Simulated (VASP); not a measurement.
Set up this calculation in VASP 6.6.1, as the native input.

- Task: single point
- Functional: LDA
- Potentials or basis: VASP PAW LDA potentials, release 64 (Ti_sv, O)
- Cutoff: 520 eV
- k mesh: 9 × 9 × 9
- Occupations: gaussian, width 0.1 eV
- Spin: no spin polarisation
- Dipole correction: no
- Further INCAR settings: ALGO = Fast; EDIFF = 1e-06; NBANDS = 53

The structure of Ti2O3 lies in POSCAR:

```
Ti2O3
1.0
    2.4960331945      1.4410854367      4.5872854077
   -2.4960331945      1.4410854367      4.5872854077
    0.0000000000     -2.8821708735      4.5872854077
Ti O
4 6
Direct
    0.3457001348      0.3457001348      0.3457001348
    0.1542998652      0.1542998652      0.1542998652
    0.6542998652      0.6542998652      0.6542998652
    0.8457001348      0.8457001348      0.8457001348
    0.5613906078      0.9386093922      0.2500000000
    0.2500000000      0.5613906078      0.9386093922
    0.9386093922      0.2500000000      0.5613906078
    0.4386093922      0.0613906078      0.7500000000
    0.7500000000      0.4386093922      0.0613906078
    0.0613906078      0.7500000000      0.4386093922
```

The cell isn't the ideal one: relaxed again under DFT LDA, scalar-relativistic, plane waves, PAW.

The input as run:

INCAR

```
PREC = Accurate
ENCUT = 520
EDIFF = 1E-6
ISMEAR = 0
SIGMA = 0.1
LREAL = False
LASPH = True
NELM = 100
ALGO = Fast
ISIF = 2
LWAVE = False
LCHARG = False
NBANDS = 53
```

KPOINTS

```
Automatic mesh
0
Gamma
  9 9 9
```

Potentials or basis: VASP PAW LDA potentials, release 64 (Ti_sv, O).

Command:

```bash
$ cat potpaw_LDA.64/Ti_sv/POTCAR potpaw_LDA.64/O/POTCAR > POTCAR
$ mpirun -np 1 vasp_std > vasp.out
```

Results of the run:

The pressure is 1.2 GPa, the largest force is 0.033 eV/Å and the band gap on the k mesh is none (metal or under the smearing width).

Caveat: semilocal functionals often make such compounds metallic where correlation or magnetic order opens a gap, which also shifts bond lengths.

Wall time 12 min on 1 thread of Intel(R) Xeon(R) 6975P-C (Granite Rapids), on a shared host, peak memory 0.43 GiB.
